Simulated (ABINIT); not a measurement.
# TiO2 (Anatase) (I4_1/amd) in ABINIT: relaxation of cell and atoms with LDA

Aim: the relaxation of cell and atoms of TiO2 (Anatase) with LDA.

Everything below comes from runs of ABINIT 10.8.3 (patched build). Logs are shortened: lines on timing, memory, paths and dates and some standing lists are left out, and cuts for length are marked. The log counts tension as positive stress, the text compression.

### Step 1. The structure

It takes space group I4_1/amd (No. 141, tetragonal). The conventional cell has a = 3.784 Å, b = 3.784 Å, c = 9.515 Å, α = 90.00°, β = 90.00°, γ = 90.00°. Around Ti (site symmetry -4m2) lie 6 O at 1.93 to 1.98 Å. O (site symmetry 2mm) is surrounded by 3 Ti at 1.93 to 1.98 Å.

### Step 2. Relaxation of cell and atoms, LDA

The input, run.abi:

```
# Pseudopotentials
pp_dirpath "./"
pseudos "Ti.LDA_PW-JTH.xml, O.LDA_PW-JTH.xml"

# Structure
acell 5.4582037439 5.4582037439 5.4582037439 Angstrom
rprim
    -0.3466525049     0.3466525049     0.8715871051
     0.3466525049    -0.3466525049     0.8715871051
     0.3466525049     0.3466525049    -0.8715871051
ntypat 2
znucl 22 8
natom 6
typat 1 1 2 2 2 2
xred
     0.7500000000     0.2500000000     0.5000000000
     0.0000000000     0.0000000000     0.0000000000
     0.7919000000     0.7919000000     0.0000000000
     0.5419000000     0.0419000000     0.5000000000
     0.9581000000     0.4581000000     0.5000000000
     0.2081000000     0.2081000000     0.0000000000
chkprim 0
chksymtnons 0
tolsym 1.0e-6

# Plane-wave basis
ecut 23.0
pawecutdg 45.0
pawovlp -1

# k points
kptopt 1
ngkpt 6 6 6
nshiftk 1
shiftk 0.0 0.0 0.0

# Exchange and correlation
ixc 7

# Bands and occupations
nband 29
occopt 3
tsmear 0.00183747

# SCF cycle
nstep 100
tolvrs 1.0e-9

# Output
iomode 3
prtwf 0
prtden 0
prteig 0
prtebands 0
enunit 2

# Relaxation
ionmov 2
ntime 60
tolmxf 5.0e-5
optcell 2
dilatmx 1.08
ecutsm 0.5
```

Potentials or basis: JTH PAW LDA v2.0.

Command:

```console
abinit run.abi > log 2>&1
```

run.abo:

```text
.Version 10.8.3 of ABINIT
 Symmetries : space group I4_1/a m d (#141); Bravais tI (body-center tetrag.)
================================================================================
 Values of the parameters that define the memory need of the present run
     intxc =       0    ionmov =       2      iscf =      17    lmnmax =      18
     lnmax =       6     mgfft =      50  mpssoang =       3    mqgrid =    3001
     natom =       6  nloc_mem =       2    nspden =       1   nspinor =       1
    nsppol =       1      nsym =      16    n1xccc =       1    ntypat =       2
    occopt =       3   xclevel =       1
       mpw =        3085          nfft =      125000          nkpt =          30
 PAW method is used; the additional fine FFT grid is defined by:
   mgfftf=        72    nfftf =    373248
================================================================================
================================================================================

--------------------------------------------------------------------------------
------------- Echo of variables that govern the present computation ------------
--------------------------------------------------------------------------------
 -outvars: echo values of preprocessed input variables --------
            acell      1.0314510215E+01  1.0314510215E+01  1.0314510215E+01 Bohr
              amu      4.78800000E+01  1.59994000E+01
          chkprim           0
      chksymtnons           0
          dilatmx      1.08000000E+00
             ecut      2.30000000E+01 Hartree
           ecutsm      5.00000000E-01 Hartree
           enunit           2
           ionmov           2
              ixc           7
         kptrlatt        6    0    0      0    6    0      0    0    6
          kptrlen      4.29066096E+01
            natom           6
            nband          29
            ngfft          50      50      50
          ngfftdg          72      72      72
             nkpt          30
            nstep         100
             nsym          16
            ntime          60
           ntypat           2
           occopt           3
          optcell           2
        pawecutdg      4.50000000E+01 Hartree
          pawovlp     -1.0000000000E+00
           prtden           0
        prtebands           0
           prteig           0
            prtwf           0
            rprim     -3.4665250490E-01  3.4665250490E-01  8.7158710510E-01
                       3.4665250490E-01 -3.4665250490E-01  8.7158710510E-01
                       3.4665250490E-01  3.4665250490E-01 -8.7158710510E-01
          spgroup         141
           tolsym      1.00000000E-06
           tolvrs      1.00000000E-09
           tsmear      1.83747000E-03 Hartree
            typat      1  1  2  2  2  2
           useylm           1
           xangst      0.0000000000E+00  1.8921000001E+00  2.3786500001E+00
                       0.0000000000E+00  0.0000000000E+00  0.0000000000E+00
                       7.1285884085E-17 -1.4570549456E-16  7.5346117403E+00
                      -1.4243753545E-16  1.8921000001E+00  3.9866174002E-01
                       1.1750094465E-16  1.8921000001E+00  4.3586382602E+00
                       1.7929493519E-17 -3.7485903343E-17  1.9799882601E+00
            xcart      0.0000000000E+00  3.5755508030E+00  4.4949970496E+00
                       0.0000000000E+00  0.0000000000E+00  0.0000000000E+00
                       1.3471079756E-16 -2.7534347976E-16  1.4238352654E+01
                      -2.6916793206E-16  3.5755508030E+00  7.5336150551E-01
                       2.2204460493E-16  3.5755508030E+00  8.2366325936E+00
                       3.3881832327E-17 -7.0838090900E-17  3.7416355441E+00
             xred      7.5000000000E-01  2.5000000000E-01  5.0000000000E-01
                       0.0000000000E+00  0.0000000000E+00  0.0000000000E+00
                       7.9190000000E-01  7.9190000000E-01 -1.9665876664E-17
                       5.4190000000E-01  4.1900000000E-02  5.0000000000E-01
                       9.5810000000E-01  4.5810000000E-01  5.0000000000E-01
                       2.0810000000E-01  2.0810000000E-01 -5.1679112688E-18
            znucl       22.00000    8.00000

================================================================================

 chkinp: Checking input parameters for consistency.

================================================================================
== DATASET  1 ==================================================================

--- !DatasetInfo
iteration_state: {dtset: 1, }
[... 1226 lines left out ...]
    4     -0.00000000000000     1.86985420880962     0.40065009622982
    5      0.00000000000000     1.86985420880962     4.33865807188139
    6      0.00000000000000    -0.00000000000000     1.96900398782578

 cartesian forces (hartree/bohr) at end:
    1     -0.00000000000000    -0.00000000000000    -0.00000000000000
    2      0.00000000000000    -0.00000000000000    -0.00000000000000
    3     -0.00000000000000     0.00000000000000     0.00000749086018
    4     -0.00000000000000    -0.00000000000000     0.00000749086018
    5      0.00000000000000    -0.00000000000000    -0.00000749086018
    6      0.00000000000000    -0.00000000000000    -0.00000749086018
 frms,max,avg= 3.5312254E-06 7.4908602E-06   0.000E+00  0.000E+00  0.000E+00 h/b

 cartesian forces (eV/Angstrom) at end:
    1     -0.00000000000000    -0.00000000000000    -0.00000000000000
    2      0.00000000000000    -0.00000000000000    -0.00000000000000
    3     -0.00000000000000     0.00000000000000     0.00038519551790
    4     -0.00000000000000    -0.00000000000000     0.00038519551790
    5      0.00000000000000    -0.00000000000000    -0.00038519551790
    6      0.00000000000000    -0.00000000000000    -0.00038519551790
 frms,max,avg= 1.8158291E-04 3.8519552E-04   0.000E+00  0.000E+00  0.000E+00 e/A
 length scales= 10.255791334408 10.255791334408 10.255791334408 bohr
              =  5.427131050263  5.427131050263  5.427131050263 angstroms
 Fermi (or HOMO) energy (hartree) =   0.16123   Average Vxc (hartree)=  -0.40839
 Eigenvalues (hartree) for nkpt=  30  k points:
 kpt#   1, nband= 29, wtk=  0.00463, kpt=  0.0000  0.0000  0.0000 (reduced coord)
  -1.92136   -1.91871   -1.07103   -1.06090   -1.06090   -1.05792   -1.05792   -1.05418
  -0.52127   -0.48148   -0.47433   -0.46218   -0.02885   -0.02184   -0.02184   -0.00924
   0.04244    0.04244    0.04627    0.09286    0.09403    0.09403    0.10353    0.10353
   0.19872    0.22799    0.27377    0.27379    0.27454
      occupation numbers for kpt#   1
   2.00000    2.00000    2.00000    2.00000    2.00000    2.00000    2.00000    2.00000
   2.00000    2.00000    2.00000    2.00000    2.00000    2.00000    2.00000    2.00000
   2.00000    2.00000    2.00000    2.00000    2.00000    2.00000    2.00000    2.00000
   0.00000    0.00000    0.00000    0.00000    0.00000
 prteigrs : prtvol=0 or 1, do not print more k-points.

 Fermi (or HOMO) energy (eV) =   4.38717   Average Vxc (eV)= -11.11275
 Eigenvalues (   eV  ) for nkpt=  30  k points:
 kpt#   1, nband= 29, wtk=  0.00463, kpt=  0.0000  0.0000  0.0000 (reduced coord)
 -52.28284  -52.21064  -29.14417  -28.86866  -28.86866  -28.78740  -28.78740  -28.68560
 -14.18438  -13.10179  -12.90728  -12.57651   -0.78506   -0.59429   -0.59429   -0.25132
   1.15482    1.15482    1.25904    2.52678    2.55881    2.55881    2.81712    2.81712
   5.40736    6.20402    7.44959    7.45023    7.47068
 prteigrs : prtvol=0 or 1, do not print more k-points.

--- !EnergyTerms
iteration_state     : {dtset: 1, itime: 9, icycle: 1, }
comment             : Components of total free energy in Hartree
kinetic             :  4.56610187265967E+01
hartree             :  4.86388971224729E+01
xc                  : -1.81602409255776E+01
Ewald energy        : -1.23232936475746E+02
psp_core            :  7.28890006990455E+00
local_psp           : -1.46410680365069E+02
PAW spherical_terms :  3.79025515684276E+00
internal            : -1.82424786690575E+02
'-kT*entropy'       : -1.92945668459921E-12
total_energy        : -1.82424786690577E+02
total_energy_eV     : -4.96403133147799E+03
...

--- !EnergyTermsDC
iteration_state     : {dtset: 1, itime: 9, icycle: 1, }
comment             : '"Double-counting" decomposition of free energy'
band_energy         : -2.35300778967923E+01
Ewald energy        : -1.23232936475746E+02
psp_core            :  7.28890006990455E+00
xc_dc               : -4.42119916706543E+01
PAW spherical_terms :  1.26131590705390E+00
internal            : -1.82424790066234E+02
'-kT*entropy'       : -1.92945668459921E-12
total_energy_dc     : -1.82424790066236E+02
total_energy_dc_eV  : -4.96403142333434E+03
...

--- !EnergyTermsWithPAWCore
iteration_state     : {dtset: 1, itime: 9, icycle: 1, }
comment             : 'Components of total free energy, including PAW core contributions'
Total energy        : -2.00364098980699E+03
Total energy DC     : -2.00364099318265E+03
Total energy (eV)   : -5.45218488719177E+04
Total energy DC (eV): -5.45218489637740E+04
...

 rms coord change=  2.4589E-04   atom, delta coord (reduced):
     1        0.000000000000      0.000000000000      0.000000000000
     2        0.000000000000     -0.000000000000     -0.000000000000
     3        0.000368837773      0.000368837773     -0.000000000000
     4        0.000368837773      0.000368837773      0.000000000000
     5       -0.000368837773     -0.000368837773      0.000000000000
     6       -0.000368837773     -0.000368837773      0.000000000000

 Cartesian components of stress tensor (hartree/bohr^3)
  sigma(1 1)= -4.83730821E-08  sigma(3 2)=  0.00000000E+00
  sigma(2 2)= -4.83730821E-08  sigma(3 1)=  0.00000000E+00
  sigma(3 3)=  2.59704977E-07  sigma(2 1)=  0.00000000E+00

-Cartesian components of stress tensor (GPa)         [Pressure= -1.5981E-03 GPa]
- sigma(1 1)= -1.42318521E-03  sigma(3 2)=  0.00000000E+00
- sigma(2 2)= -1.42318521E-03  sigma(3 1)=  0.00000000E+00
- sigma(3 3)=  7.64078423E-03  sigma(2 1)=  0.00000000E+00

== END DATASET(S) ==============================================================
================================================================================

 -outvars: echo values of variables after computation  --------
            acell      1.0255791334E+01  1.0255791334E+01  1.0255791334E+01 Bohr
           etotal     -1.8242479007E+02
            fcart     -6.9766004059E-31 -2.8234431526E-22 -1.4117215735E-22
                       2.5952952966E-30 -2.8234431197E-22 -1.4117215664E-22
                      -3.4474871921E-21  1.3523661751E-21  7.4908601801E-06
                      -1.7534212976E-21 -3.4169971944E-22  7.4908601801E-06
                       3.4474871912E-21 -2.2298891420E-22 -7.4908601801E-06
                       1.7534212967E-21 -2.2298891420E-22 -7.4908601801E-06
            rprim     -3.4453824525E-01  3.4453824525E-01  8.7326215715E-01
                       3.4453824525E-01 -3.4453824525E-01  8.7326215715E-01
                       3.4453824525E-01  3.4453824525E-01 -8.7326215715E-01
           strten     -4.8373082144E-08 -4.8373082141E-08  2.5970497724E-07
                       0.0000000000E+00  0.0000000000E+00  0.0000000000E+00
           xangst      1.1750094465E-16  1.8698542088E+00  2.3696540841E+00
                      -3.0264535044E-19  7.0806766884E-20  1.9031607990E-20
                       5.5585138188E-16 -6.3164172069E-16  7.5096123484E+00
                      -2.7406369770E-17  1.8698542088E+00  4.0065009623E-01
                       2.3500188930E-16  1.8698542088E+00  4.3386580719E+00
                       1.1672965020E-16 -1.3319495281E-16  1.9690039878E+00
             xred      7.5000000000E-01  2.5000000000E-01  5.0000000000E-01
                       2.0941613391E-20 -7.8919679421E-20 -6.1993759316E-20
                       7.9226883777E-01  7.9226883777E-01 -2.0266376502E-17
                       5.4226883777E-01  4.2268837773E-02  5.0000000000E-01
                       9.5773116223E-01  4.5773116223E-01  5.0000000000E-01
                       2.0773116223E-01  2.0773116223E-01 -4.4028305875E-18
 Calculation completed.
```

It took 22 min on 1 thread of Arm Neoverse V1, shared host; peak memory 0.26 GiB.

Results:

```yaml
Free_energy: -4964.0314 eV
Relaxed_volume: 11.05 Å³/atom
Relaxed_cell: a = 5.427 Å, b = 5.427 Å, c = 5.427 Å, α = 139.69°, β = 139.69°, γ = 58.32°
Space_group_after_relaxing_to_0.05_Å: I4_1/amd (No. 141)
Energy_gained_by_relaxing: 6.5 meV/atom
Ionic_steps: 9
Pressure_after_relaxing: 0.0 GPa
Band_gap_on_the_k_mesh: 2.13 eV, indirect (least direct gap 2.44 eV)
```

Step by step:
```tsv
step	energy change (eV)	largest force (eV/Å)	pressure (GPa)	volume (Å³)
1	0.0000	0.1147	-6.26	68.13
2	-0.0344	0.0055	-2.00	66.83
3	-0.0386	0.0348	0.10	66.22
4	-0.0388	0.0162	0.08	66.22
5	-0.0389	0.0120	0.01	66.23
6	-0.0390	0.0126	0.01	66.23
7	-0.0390	0.0104	-0.03	66.27
8	-0.0390	0.0040	-0.01	66.28
9	-0.0390	0.0004	0.00	66.28
```

Final structure:
```
CELL_PARAMETERS angstrom
-1.86985 1.86985 4.73931
1.86985 -1.86985 4.73931
1.86985 1.86985 -4.73931
ATOMIC_POSITIONS crystal
Ti 0.75000 0.25000 0.50000
Ti 0.00000 0.00000 0.00000
O 0.79227 0.79227 0.00000
O 0.54227 0.04227 0.50000
O 0.95773 0.45773 0.50000
O 0.20773 0.20773 0.00000
```

Caveat: the atomic spheres overlap.
